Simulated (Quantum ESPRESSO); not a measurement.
# C (Fd-3m) in Quantum ESPRESSO: further runs, part 3 of 3

Quantum ESPRESSO 7.5. Earlier steps stand in the parts before.

### Step 4. Phonon dispersion, LDA

Contents of pw.in:

```
&CONTROL
  calculation = 'scf'
  prefix = 'pwscf'
  outdir = './tmp'
  pseudo_dir = './pseudo'
  tprnfor = .true.
  tstress = .true.
  disk_io = 'low'
/
&SYSTEM
  ibrav = 0
  nat = 2
  ntyp = 1
  ecutwfc = 82
  nbnd = 9
  occupations = 'smearing'
  smearing = 'mp'
  degauss = 0.01999163
/
&ELECTRONS
  conv_thr = 4d-10
  electron_maxstep = 120
  mixing_beta = 0.5
/
ATOMIC_SPECIES
C     12.0110 C.upf
CELL_PARAMETERS angstrom
   0.0000000000    1.7833700000    1.7833700000
   1.7833700000    0.0000000000    1.7833700000
   1.7833700000    1.7833700000    0.0000000000
ATOMIC_POSITIONS crystal
C      0.7500000000    0.7500000000    0.7500000000
C      0.5000000000    0.5000000000    0.5000000000
K_POINTS automatic
14 14 14 0 0 0
```

Contents of relax.in:

```
&CONTROL
  calculation = 'vc-relax'
  prefix = 'pwscf'
  outdir = './tmp'
  pseudo_dir = './pseudo'
  tprnfor = .true.
  tstress = .true.
  disk_io = 'low'
  nstep = 40
  forc_conv_thr = 0.0001
  etot_conv_thr = 1d-06
/
&SYSTEM
  ibrav = 0
  nat = 2
  ntyp = 1
  ecutwfc = 82
  nbnd = 9
  occupations = 'smearing'
  smearing = 'mp'
  degauss = 0.01999163
/
&ELECTRONS
  conv_thr = 4d-10
  electron_maxstep = 120
  mixing_beta = 0.5
/
&IONS
  ion_dynamics = 'bfgs'
/
&CELL
  cell_dynamics = 'bfgs'
  press = 0
  press_conv_thr = 0.2
/
ATOMIC_SPECIES
C     12.0110 C.upf
CELL_PARAMETERS angstrom
   0.0000000000    1.7833700000    1.7833700000
   1.7833700000    0.0000000000    1.7833700000
   1.7833700000    1.7833700000    0.0000000000
ATOMIC_POSITIONS crystal
C      0.7500000000    0.7500000000    0.7500000000
C      0.5000000000    0.5000000000    0.5000000000
K_POINTS automatic
14 14 14 0 0 0
```

Contents of scf2.in:

```
&CONTROL
  calculation = 'scf'
  prefix = 'pwscf'
  outdir = './tmp'
  pseudo_dir = './pseudo'
  tprnfor = .true.
  tstress = .true.
  disk_io = 'low'
/
&SYSTEM
  ibrav = 0
  nat = 2
  ntyp = 1
  ecutwfc = 82
  nbnd = 9
  occupations = 'fixed'
/
&ELECTRONS
  conv_thr = 1d-13
  electron_maxstep = 120
  mixing_beta = 0.5
  startingpot = 'file'
  startingwfc = 'file'
/
ATOMIC_SPECIES
C     12.0110 C.upf
CELL_PARAMETERS angstrom
   0.0000000000    1.7685224599    1.7685224599
   1.7685224599    0.0000000000    1.7685224599
   1.7685224599    1.7685224599    0.0000000000
ATOMIC_POSITIONS crystal
C      0.7500000000    0.7500000000    0.7500000000
C      0.5000000000    0.5000000000    0.5000000000
K_POINTS automatic
14 14 14 0 0 0
```

Contents of ph.in:

```
phonon_bands of C
&INPUTPH
  prefix = 'pwscf'
  outdir = './tmp'
  tr2_ph = 1d-18
  fildyn = 'dyn'
  niter_ph = 90
  alpha_mix(1) = 0.7
  epsil = .true.
  ldisp = .true.
  nq1 = 2
  nq2 = 2
  nq3 = 2
/
```

Contents of q2r.in:

```
&INPUT
  fildyn = 'dyn'
  zasr = 'crystal'
  flfrc = 'fc'
/
```

Contents of matdyn.in:

```
&INPUT
  asr = 'crystal'
  flfrc = 'fc'
  flfrq = 'freq'
  q_in_cryst_coord = .true.
  flvec = ' '
/
80
 0.0000000000  0.0000000000  0.0000000000
 0.0454545455  0.0000000000  0.0454545455
 0.0909090909  0.0000000000  0.0909090909
 0.1363636364  0.0000000000  0.1363636364
 0.1818181818  0.0000000000  0.1818181818
 0.2272727273  0.0000000000  0.2272727273
 0.2727272727  0.0000000000  0.2727272727
 0.3181818182  0.0000000000  0.3181818182
 0.3636363636  0.0000000000  0.3636363636
 0.4090909091  0.0000000000  0.4090909091
 0.4545454545  0.0000000000  0.4545454545
 0.5000000000  0.0000000000  0.5000000000
 0.5000000000  0.0500000000  0.5500000000
 0.5000000000  0.1000000000  0.6000000000
 0.5000000000  0.1500000000  0.6500000000
 0.5000000000  0.2000000000  0.7000000000
 0.5000000000  0.2500000000  0.7500000000
 0.4687500000  0.2812500000  0.7500000000
 0.4375000000  0.3125000000  0.7500000000
 0.4062500000  0.3437500000  0.7500000000
 0.3750000000  0.3750000000  0.7500000000
 0.3461538462  0.3461538462  0.6923076923
 0.3173076923  0.3173076923  0.6346153846
 0.2884615385  0.2884615385  0.5769230769
 0.2596153846  0.2596153846  0.5192307692
 0.2307692308  0.2307692308  0.4615384615
 0.2019230769  0.2019230769  0.4038461538
 0.1730769231  0.1730769231  0.3461538462
 0.1442307692  0.1442307692  0.2884615385
 0.1153846154  0.1153846154  0.2307692308
 0.0865384615  0.0865384615  0.1730769231
 0.0576923077  0.0576923077  0.1153846154
 0.0288461538  0.0288461538  0.0576923077
 0.0000000000  0.0000000000  0.0000000000
 0.0454545455  0.0454545455  0.0454545455
 0.0909090909  0.0909090909  0.0909090909
 0.1363636364  0.1363636364  0.1363636364
 0.1818181818  0.1818181818  0.1818181818
 0.2272727273  0.2272727273  0.2272727273
 0.2727272727  0.2727272727  0.2727272727
 0.3181818182  0.3181818182  0.3181818182
 0.3636363636  0.3636363636  0.3636363636
 0.4090909091  0.4090909091  0.4090909091
 0.4545454545  0.4545454545  0.4545454545
 0.5000000000  0.5000000000  0.5000000000
 0.5178571429  0.4642857143  0.5178571429
 0.5357142857  0.4285714286  0.5357142857
 0.5535714286  0.3928571429  0.5535714286
 0.5714285714  0.3571428571  0.5714285714
 0.5892857143  0.3214285714  0.5892857143
 0.6071428571  0.2857142857  0.6071428571
 0.6250000000  0.2500000000  0.6250000000
 0.5937500000  0.2500000000  0.6562500000
 0.5625000000  0.2500000000  0.6875000000
 0.5312500000  0.2500000000  0.7187500000
 0.5000000000  0.2500000000  0.7500000000
 0.5000000000  0.2750000000  0.7250000000
 0.5000000000  0.3000000000  0.7000000000
 0.5000000000  0.3250000000  0.6750000000
 0.5000000000  0.3500000000  0.6500000000
 0.5000000000  0.3750000000  0.6250000000
 0.5000000000  0.4000000000  0.6000000000
 0.5000000000  0.4250000000  0.5750000000
 0.5000000000  0.4500000000  0.5500000000
 0.5000000000  0.4750000000  0.5250000000
 0.5000000000  0.5000000000  0.5000000000
 0.4861111111  0.4861111111  0.5277777778
 0.4722222222  0.4722222222  0.5555555556
 0.4583333333  0.4583333333  0.5833333333
 0.4444444444  0.4444444444  0.6111111111
 0.4305555556  0.4305555556  0.6388888889
 0.4166666667  0.4166666667  0.6666666667
 0.4027777778  0.4027777778  0.6944444444
 0.3888888889  0.3888888889  0.7222222222
 0.3750000000  0.3750000000  0.7500000000
 0.6250000000  0.2500000000  0.6250000000
 0.5937500000  0.1875000000  0.5937500000
 0.5625000000  0.1250000000  0.5625000000
 0.5312500000  0.0625000000  0.5312500000
 0.5000000000  0.0000000000  0.5000000000
```

Contents of matdyn_dos.in:

```
&INPUT
  asr = 'crystal'
  flfrc = 'fc'
  dos = .true.
  fldos = 'phdos'
  nk1 = 21
  nk2 = 21
  nk3 = 21
  deltaE = 3
  flvec = ' '
  flfrq = ' '
/
```

Contents of matdyn_mesh.in:

```
&INPUT
  asr = 'crystal'
  flfrc = 'fc'
  flfrq = 'mesh'
  q_in_cryst_coord = .true.
  flvec = ' '
/
1000
 0.05000000  0.05000000  0.05000000
 0.05000000  0.05000000  0.15000000
 0.05000000  0.05000000  0.25000000
[... 997 further points of the even 10 x 10 x 10 mesh, shifted by half a step ...]
```

Potentials or basis: PseudoDojo 0.4.1 SR LDA standard.

Launch:

```sh
OMP_NUM_THREADS=1 pw.x -in pw.in > pw.out
OMP_NUM_THREADS=1 pw.x -in relax.in > relax.out
OMP_NUM_THREADS=1 pw.x -in scf2.in > scf2.out
OMP_NUM_THREADS=1 ph.x -in ph.in > ph.out
OMP_NUM_THREADS=1 q2r.x -in q2r.in > q2r.out
OMP_NUM_THREADS=1 matdyn.x -in matdyn.in > matdyn.out
OMP_NUM_THREADS=1 matdyn.x -in matdyn_dos.in > matdyn_dos.out
OMP_NUM_THREADS=1 matdyn.x -in matdyn_mesh.in > matdyn_mesh.out
```

pw.out:

```text
This program is part of the open-source Quantum ESPRESSO suite
     for quantum simulation of materials; please cite
[... 9 lines left out ...]
     --------------------
     sticks:   dense  smooth     PW     G-vecs:    dense   smooth      PW
     Sum         511     511    163                 7727     7727    1411

     Using Slab Decomposition

     bravais-lattice index     =            0
     lattice parameter (alat)  =       4.7660  a.u.
     unit-cell volume          =      76.5510 (a.u.)^3
     number of atoms/cell      =            2
     number of atomic types    =            1
     number of electrons       =         8.00
     number of Kohn-Sham states=            9
     kinetic-energy cutoff     =      82.0000  Ry
     charge density cutoff     =     328.0000  Ry
     scf convergence threshold =      4.0E-10
     mixing beta               =       0.5000
     number of iterations used =            8  plain     mixing
[... 51 lines left out ...]
     Davidson diagonalization with overlap
     ethr =  1.00E-02,  avg # of iterations =  4.6

     total energy              =     -24.12907646 Ry
     estimated scf accuracy    <       0.12275619 Ry
[... 57 lines left out ...]
     iteration # 10     ecut=    82.00 Ry     beta= 0.50
     Davidson diagonalization with overlap
     ethr =  7.50E-11,  avg # of iterations =  2.0

     End of self-consistent calculation

     Number of k-points >= 100: set verbosity='high' to print the bands.

     the Fermi energy is    15.4577 ev

!    total energy              =     -24.12854485 Ry
     estimated scf accuracy    <          1.1E-10 Ry
     smearing contrib. (-TS)   =       0.00000000 Ry
     internal energy E=F+TS    =     -24.12854485 Ry

     The total energy is F=E-TS. E is the sum of the following terms:
     one-electron contribution =       8.19703633 Ry
     hartree contribution      =       1.91374320 Ry
     xc contribution           =      -8.66463588 Ry
     ewald contribution        =     -25.57468850 Ry

     convergence has been achieved in  10 iterations

     Forces acting on atoms (cartesian axes, Ry/au):

     atom    1 type  1   force =    -0.00000000   -0.00000000    0.00000000
     atom    2 type  1   force =     0.00000000    0.00000000   -0.00000000

     Total force =     0.000000     Total SCF correction =     0.000000

     Computing stress (Cartesian axis) and pressure

          total   stress  (Ry/bohr**3)                   (kbar)     P=     -112.14
  -0.00076233   0.00000000   0.00000000         -112.14        0.00        0.00
   0.00000000  -0.00076233  -0.00000000            0.00     -112.14       -0.00
   0.00000000  -0.00000000  -0.00076233            0.00       -0.00     -112.14

=------------------------------------------------------------------------------=
   JOB DONE.
=------------------------------------------------------------------------------=
```

scf2.out:

```text
This program is part of the open-source Quantum ESPRESSO suite
     for quantum simulation of materials; please cite
[... 9 lines left out ...]
     --------------------
     sticks:   dense  smooth     PW     G-vecs:    dense   smooth      PW
     Sum         511     511    163                 7583     7583    1411
[... 108 lines left out ...]
  -0.00000372  -0.00000000  -0.00000000           -0.55       -0.00       -0.00
  -0.00000000  -0.00000372   0.00000000           -0.00       -0.55        0.00
   0.00000000   0.00000000  -0.00000372            0.00        0.00       -0.55

=------------------------------------------------------------------------------=
   JOB DONE.
=------------------------------------------------------------------------------=
```

It took 12 min on 1 thread of Intel Xeon Platinum 8259CL at 2.50GHz (Skylake/Cascade Lake), shared host; peak memory 0.09 GiB.

Results:

```
Free energy                             : -328.2953 eV
Relaxed volume                          : 5.53 Å³/atom
Relaxed cell                            : a = 2.501 Å, b = 2.501 Å, c = 2.501 Å, α = 60.00°, β = 60.00°, γ = 60.00°
Space group after relaxing (to 0.05 Å)  : Fd-3m (No. 227)
Pressure after relaxing                 : -0.1 GPa
Band gap on the k mesh                  : 4.20 eV, indirect (least direct gap 5.63 eV)
Electronic dielectric tensor (diagonal) : 5.70
Born charges (mean of the diagonal)     : C +0.00 e
Highest phonon frequency                : 1350 cm⁻¹
Zero-point energy                       : 0.183 eV/atom
```

The path:
```csv
step,energy change (eV),largest force (eV/Å),pressure (GPa),volume (Å³)
1,0.0000,0.0000,-11.21,11.34
2,0.0075,0.0000,16.20,10.71
3,-0.0100,0.0000,-0.20,11.07
4,-0.0100,0.0000,0.01,11.06
```

Final structure:
```
CELL_PARAMETERS angstrom
0.00000 1.76852 1.76852
1.76852 0.00000 1.76852
1.76852 1.76852 0.00000
ATOMIC_POSITIONS crystal
C 0.75000 0.75000 0.75000
C 0.50000 0.50000 0.50000
```

Levels at points of the mesh, in eV from the valence-band top:
```csv
k point,band 1,band 2,band 3,band 4,band 5,band 6,band 7,band 8,band 9
"(0.00, 0.00, 0.00)",-21.69,0.00,0.00,0.00,5.63,5.63,5.63,14.09,19.32
"(0.00, 0.00, -0.50)",-15.70,-13.67,-2.87,-2.87,8.53,8.53,9.39,15.63,21.88
"(0.00, -0.50, -0.50)",-12.82,-12.82,-6.47,-6.47,4.82,4.82,16.99,16.99,23.37
```

Phonon frequencies in cm⁻¹ (negative: imaginary):
| q point | frequencies |
| --- | --- |
| (0.000, 0.000, 0.000) | 0 0 0 1322 1322 1322 |
| (0.318, 0.000, 0.318) | 599 599 905 1207 1207 1343 |
| (0.500, 0.150, 0.650) | 836 836 1100 1100 1191 1191 |
| (0.346, 0.346, 0.692) | 694 963 1038 1116 1158 1241 |
| (0.144, 0.144, 0.288) | 339 423 624 1288 1288 1330 |
| (0.091, 0.091, 0.091) | 142 142 265 1317 1317 1326 |
| (0.409, 0.409, 0.409) | 522 522 1004 1241 1241 1292 |
| (0.589, 0.321, 0.589) | 669 863 1091 1126 1173 1245 |
| (0.500, 0.275, 0.725) | 820 899 1086 1103 1173 1187 |
| (0.500, 0.450, 0.550) | 566 597 1079 1224 1233 1250 |
| (0.431, 0.431, 0.639) | 630 770 1085 1175 1193 1246 |
| (0.562, 0.125, 0.562) | 772 842 1089 1111 1189 1225 |

Electronic dielectric tensor:
```
5.70 0.00 0.00
0.00 5.70 0.00
0.00 0.00 5.70
```

Born effective charge tensors (e):
atom 1, C
```
0.00 0.00 0.00
0.00 0.00 0.00
0.00 0.00 0.00
```
atom 2, C
```
0.00 0.00 0.00
0.00 0.00 0.00
0.00 0.00 0.00
```

Phonon frequencies at the corners of the path (cm⁻¹, interpolated; i marks imaginary ones):
```tsv
point	frequencies
Γ	0 0 0 1322 1322 1322
X	788 788 1100 1100 1218 1218
W	864 864 1098 1098 1175 1175
K	725 950 1059 1121 1140 1236
L	550 550 1078 1231 1231 1263
U	725 950 1059 1121 1140 1236
```

Phonon states per cell in windows of 100 cm⁻¹ (negative: imaginary):
| from (cm⁻¹) | total |
| --- | --- |
| 0 | 0.00 |
| 100 | 0.02 |
| 200 | 0.05 |
| 300 | 0.12 |
| 400 | 0.21 |
| 500 | 0.43 |
| 600 | 0.53 |
| 700 | 0.49 |
| 800 | 0.36 |
| 900 | 0.26 |
| 1000 | 0.51 |
| 1100 | 0.86 |
| 1200 | 1.76 |
| 1300 | 0.38 |

Harmonic thermodynamics per atom at this volume (zero-point energy 183.2 meV, Debye temperature from the second moment 1909 K):
```csv
T (K),free energy (meV),entropy (k_B),heat capacity Cv (k_B)
50,183.2,0.00,0.00
100,183.2,0.01,0.04
200,182.7,0.11,0.31
298.15,181.0,0.31,0.75
500,170.4,0.92,1.61
800,134.4,1.85,2.30
```

Caveat: this smearing can shift energies of a crystal with a gap; on a mesh that holds Γ this program's dielectric tensor can be off by some percent beyond the error of the mesh; the q mesh is small, so phonon branches between its points and thermal values are rough.

### Step 5. The runs side by side

| task | level | potentials or basis | cell | k mesh | cutoff (eV) | smearing | iterations | mixing beta | mixing ndim | diagonalization | form of the LDA correlation | other keys | gap on the mesh (eV) | pressure (GPa) |
| --- | --- | --- | --- | --- | --- | --- | --- | --- | --- | --- | --- | --- | --- | --- |
| energy-loss spectrum | PBEsol | Ansatz NC SR PBE | volume scaled by 0.88 | 9 × 9 × 9 | 1456 | gaussian 0.272 eV | 300 | 0.5 | 12 | rmm-paro | - | ecut_scale = 1.3; mixing_ndim = 12; diagonalization = rmm-paro | 4.30 | 66.3 |
| energy-loss spectrum | PBEsol | SG15 PBE 1.2 | as given | 11 × 11 × 11 | 1197 | methfessel-paxton 0.2 eV | 300 | 0.9 | - | paro | - | diagonalization = paro; mixing_beta = 0.9; verbose = yes | 3.99 | -2.7 |
| phonon dispersion | LDA | PseudoDojo 0.4.1 SR LDA standard | relaxed | 14 × 14 × 14 | 1116 | methfessel-paxton 0.272 eV | - | 0.5 | - | - | PW92 | - | 4.20 | -0.1 |

Alike in all rows: no spin polarisation.

Caveats: the potentials were made for another functional, which shifts forces and pressure (some runs); an odd mesh through Γ misses points on the zone boundary, where band edges often lie (some runs); this smearing can shift energies of a crystal with a gap (some runs); on a mesh that holds Γ this program's dielectric tensor can be off by some percent beyond the error of the mesh (some runs).

Absolute energies hang on the potentials; compare differences alone.
